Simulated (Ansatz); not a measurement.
# HfSi: computed properties

Computed with DFT PBEsol, scalar-relativistic, plane waves, PAW (Ansatz).

Settings: cutoff 420 eV, Γ-centred mesh 6×10×8 on the computed 8-atom cell, Gaussian smearing of 0.10 eV; no spin polarisation.

The structure is relaxed at this level of theory with its symmetry kept. Whether it is the stable form of this composition wasn't checked.

It takes space group Pnma (No. 62, orthorhombic). The conventional cell has a = 6.822 Å, b = 3.760 Å, c = 5.202 Å, α = 90.00°, β = 90.00°, γ = 90.00°. Around Hf (site symmetry m) lie 7 Si at 2.69 to 2.87 Å. Around Si (site symmetry m) lie 2 Si at 2.45 Å and 5 Hf at 2.69 Å.

- Volume per atom: 16.68 Å³
- Formation energy from the elements' standard states (uncorrected): -0.901 eV/atom
- Kohn–Sham band gap: none (metal)
- Density of states at the Fermi level: 1.37 states/eV per cell
- Löwdin character within 0.5 eV of the Fermi level: Hf 5d 75 %, Si 3p 16 %, unprojected 5 %
- Bulk modulus: 159 GPa
- Its pressure derivative: 4.1
- Bader charges (e): Hf (4 in the cell) 1.19, Si (4 in the cell) -1.19

Spin-orbit coupling is left out, which matters for the bands of heavy elements.